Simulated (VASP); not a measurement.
# Input and output of a VASP PBE single-point calculation on CdS (distorted wurtzite)

INCAR

```
LASPH = .TRUE.
LCHARG = .FALSE.
PREC = Accurate
SIGMA = 0.02
NSW = 0
ISMEAR = -1
EDIFF = 1E-7
ISIF = 2
IBRION = -1
LREAL = .FALSE.
ENCUT = 520
LWAVE = .FALSE.
GGA = PE
NBANDS = 26
NELM = 120
```

KPOINTS

```
KPOINTS created by Atomic Simulation Environment
0
Gamma
6 6 4
0 0 0
```

POSCAR

```
Cd S
 1.0000000000000000
     4.0766999999999998   -0.0544000000000000    0.0282000000000000
    -2.0853999999999999    3.5831000000000000    0.0375000000000000
     0.0458000000000000    0.0968000000000000    6.8478000000000003
 Cd  S
   2   2
Cartesian
  0.0144593600000001  2.4073317099999998  6.7991701500000001
  2.0215023799999998  1.1138710399999998  3.4509375600000003
  0.1124334499999999  2.4404481199999997  2.6482149600000002
  2.0371176800000002  1.2542736100000000  5.9642342099999999
```

VASP ran with the recommended PBE PAW datasets (36 valence electrons in the cell).

Command

```
mpirun -np 1 vasp_std
```

From OUTCAR

```
k-points           NKPTS =     76   k-points in BZ     NKDIM =     76   number of bands    NBANDS=     26

   NELECT =      36.0000    total number of electrons

   dimension x,y,z NGX =    30 NGY =   32 NGZ =   54
   dimension x,y,z NGXF=    60 NGYF=   64 NGZF=  108

  energy-cutoff  :      520.00
  volume of cell :       99.23
      direct lattice vectors                 reciprocal lattice vectors
     4.076700000 -0.054400000  0.028200000     0.247242658  0.143936298 -0.003688301
    -2.085400000  3.583100000  0.037500000     0.003781799  0.281330871 -0.004002166
     0.045800000  0.096800000  6.847800000    -0.001038883 -0.002133373  0.146069408

 k-points in reciprocal lattice and weights: KPOINTS created by Atomic Simulation Env
   0.00000000  0.00000000  0.00000000       0.007
   0.16666667  0.00000000  0.00000000       0.014
   0.33333333  0.00000000  0.00000000       0.014
   0.50000000  0.00000000 -0.00000000       0.007
   0.00000000  0.16666667 -0.00000000       0.014
   0.16666667  0.16666667  0.00000000       0.014
   0.33333333  0.16666667 -0.00000000       0.014
   0.50000000  0.16666667 -0.00000000       0.014
   ...

 E-fermi :   1.8661

 k-point     1 :       0.0000    0.0000    0.0000
  band No.  band energies     occupation
      1     -11.1277      2.00000
      2     -10.6409      2.00000
      3      -6.5061      2.00000
      4      -6.4665      2.00000
      5      -6.4023      2.00000
      6      -6.3783      2.00000
      7      -6.2572      2.00000
      8      -6.0234      2.00000
      9      -6.0145      2.00000
     10      -5.8919      2.00000
     11      -5.8749      2.00000
     12      -5.5872      2.00000
     13      -2.9846      2.00000
     14       0.4907      2.00000
     15       0.7691      2.00000
     16       1.2049      2.00000
     17       1.3029      2.00000
     18       1.4264      2.00000
     19       2.5225      0.00000
     20       4.2289      0.00000
     21       7.7598      0.00000
     22       7.8201      0.00000
     23       8.0397      0.00000
     24       8.7257      0.00000
     25       9.0202      0.00000
     26       9.1241      0.00000

 k-point     2 :       0.1667    0.0000    0.0000
  band No.  band energies     occupation
      1     -11.0327      2.00000
      2     -10.5887      2.00000
      3      -6.4633      2.00000
      4      -6.4001      2.00000
      5      -6.3678      2.00000
      6      -6.3359      2.00000
      7      -6.1942      2.00000
      8      -6.0438      2.00000
      9      -6.0156      2.00000
     10      -5.9131      2.00000
     11      -5.8815      2.00000
     12      -5.5148      2.00000
     13      -2.7902      2.00000
     14      -0.3248      2.00000
     15       0.1832      2.00000
     16       0.2716      2.00000
     17       1.0161      2.00000
     18       1.1432      2.00000
     19       3.6247      0.00000
     20       5.0542      0.00000
     21       7.1160      0.00000
     22       7.8466      0.00000
     23       8.2214      0.00000
     24       8.5413      0.00000
     25       8.8456      0.00000
     26       9.6273      0.00000

 k-point     3 :       0.3333    0.0000    0.0000
  band No.  band energies     occupation
      1     -10.8374      2.00000
      2     -10.4898      2.00000
      3      -6.3886      2.00000
      4      -6.3401      2.00000
      5      -6.2360      2.00000
      6      -6.2079      2.00000
      7      -6.0918      2.00000
      8      -6.0299      2.00000
      9      -5.9841      2.00000
     10      -5.8739      2.00000
     11      -5.8505      2.00000
     12      -5.3777      2.00000
     13      -2.5104      2.00000
     14      -1.7211      2.00000
     15      -1.0392      2.00000
     16      -0.3680      2.00000
     17       0.5564      2.00000
     18       0.7278      2.00000
     19       4.5728      0.00000
     20       5.1863      0.00000
     21       6.4281      0.00000
     22       7.4965      0.00000
     23       8.4352      0.00000
     24       9.2459      0.00000
     25       9.7014      0.00000
     26      10.0533      0.00000

 k-point     4 :       0.5000    0.0000   -0.0000
  band No.  band energies     occupation
      1     -10.7368      2.00000
      2     -10.4443      2.00000
      3      -6.3640      2.00000
      4      -6.3310      2.00000
      5      -6.1868      2.00000
      6      -6.1386      2.00000
      7      -6.0689      2.00000
      8      -6.0208      2.00000
      9      -5.9533      2.00000
     10      -5.8292      2.00000
     11      -5.5443      2.00000
     12      -5.4071      2.00000
     13      -2.8195      2.00000
     14      -2.1477      2.00000
     15      -1.2755      2.00000
     16      -0.6244      2.00000
     17       0.2098      2.00000
     18       0.4852      2.00000
     19       4.7547      0.00000
     20       5.0230      0.00000
     21       6.0334      0.00000
     22       7.8589      0.00000
     23       8.3414      0.00000
     24       9.4145      0.00000
     25       9.5935      0.00000
     26      11.5347      0.00000

 k-point     5 :       0.0000    0.1667   -0.0000
  band No.  band energies     occupation
      1     -11.0344      2.00000
      2     -10.5840      2.00000
      3      -6.4571      2.00000
      4      -6.4302      2.00000
      5      -6.3572      2.00000
      6      -6.3106      2.00000
      7      -6.1978      2.00000
      8      -6.0347      2.00000
      9      -6.0205      2.00000
     10      -5.9310      2.00000
     11      -5.8737      2.00000
     12      -5.5181      2.00000
     13      -2.7974      2.00000
     14      -0.4431      2.00000
     15       0.0556      2.00000
     16       0.3775      2.00000
     17       1.0510      2.00000
     18       1.1768      2.00000
     19       3.6362      0.00000
     20       5.1456      0.00000
     21       7.1626      0.00000
     22       8.0070      0.00000
     23       8.2696      0.00000
     24       8.3793      0.00000
     25       9.0074      0.00000
     26       9.5785      0.00000

 k-point     6 :       0.1667    0.1667    0.0000
  band No.  band energies     occupation
      1     -10.8892      2.00000
      2     -10.5073      2.00000
      3      -6.4145      2.00000
      4      -6.3411      2.00000
      5      -6.2849      2.00000
      6      -6.2333      2.00000
      7      -6.0795      2.00000
      8      -6.0393      2.00000
      9      -6.0026      2.00000
     10      -5.9562      2.00000
     11      -5.8491      2.00000
     12      -5.4091      2.00000
     13      -2.5332      2.00000
     14      -1.1840      2.00000
     15      -1.0088      2.00000
     16      -0.2932      2.00000
     17       0.5508      2.00000
     18       0.7850      2.00000
     19       4.6404      0.00000
     20       5.9453      0.00000
     21       6.8346      0.00000
     22       7.0736      0.00000
     23       8.1421      0.00000
     24       8.3268      0.00000
     25       9.5262      0.00000
     26       9.9219      0.00000

 k-point     7 :       0.3333    0.1667   -0.0000
  band No.  band energies     occupation
      1     -10.7398      2.00000
      2     -10.4384      2.00000
      3      -6.3778      2.00000
      4      -6.2891      2.00000
      5      -6.1943      2.00000
      6      -6.1343      2.00000
      7      -6.0770      2.00000
      8      -5.9929      2.00000
      9      -5.9752      2.00000
     10      -5.8829      2.00000
     11      -5.6252      2.00000
     12      -5.3150      2.00000
     13      -2.6179      2.00000
     14      -2.0371      2.00000
     15      -1.2580      2.00000
     16      -0.9724      2.00000
     17      -0.0348      2.00000
     18       0.2700      2.00000
     19       5.3155      0.00000
     20       5.9530      0.00000
     21       6.2113      0.00000
     22       7.6332      0.00000
     23       8.0319      0.00000
     24       9.2670      0.00000
     25       9.8332      0.00000
     26      10.2429      0.00000

 k-point     8 :       0.5000    0.1667   -0.0000
  band No.  band energies     occupation
      1     -10.7385      2.00000
      2     -10.4405      2.00000
      3      -6.3726      2.00000
      4      -6.2854      2.00000
      5      -6.1946      2.00000
      6      -6.1148      2.00000
      7      -6.0815      2.00000
      8      -6.0024      2.00000
      9      -5.9759      2.00000
     10      -5.8796      2.00000
     11      -5.6309      2.00000
     12      -5.3242      2.00000
     13      -2.6366      2.00000
     14      -2.0376      2.00000
     15      -1.2814      2.00000
     16      -0.9547      2.00000
     17      -0.0262      2.00000
     18       0.2604      2.00000
     19       5.3213      0.00000
     20       5.9654      0.00000
     21       6.2355      0.00000
     22       7.6743      0.00000
     23       8.0561      0.00000
     24       9.1993      0.00000
     25       9.9991      0.00000
     26      10.2437      0.00000

 ...

  Total        2.8663611      3.2992293      0.8559407     -0.6234394      0.4436884      0.1876455
  in kB       46.2827485     53.2722143     13.8207603    -10.0665927      7.1641777      3.0298875
  external PRESSURE =      37.7919077 kB  Pullay stress =       0.0000000 kB

 POSITION                                       TOTAL-FORCE (eV/Angst)
 -----------------------------------------------------------------------------------
      0.01446      2.40733      6.79917        -0.020584      0.338925      0.640723
      2.02150      1.11387      3.45094         0.465486      0.532201     -0.007869
      0.11243      2.44045      2.64821        -0.526723     -0.564606     -0.878423
      2.03712      1.25427      5.96423         0.081820     -0.306521      0.245569
 -----------------------------------------------------------------------------------
    total drift:                                0.000427      0.000531     -0.000473

  FREE ENERGIE OF THE ION-ELECTRON SYSTEM (eV)
  ---------------------------------------------------
  free  energy   TOTEN  =       -12.0958336237 eV

  energy  without entropy=      -12.0958336237  energy(sigma->0) =      -12.09583362
```

```
gap between bands v and c on the k mesh : 1.10 eV
least direct gap on the k mesh          : 1.10 eV
pressure                                : 3.8 GPa
largest force                           : 1.17 eV/Å
```

Band v is the last that the valence electrons fill when counted band by band, and c is the next.

The run took about 83 s on one core of a shared host (Intel Xeon 6975P-C) and held 0.32 GiB at most.
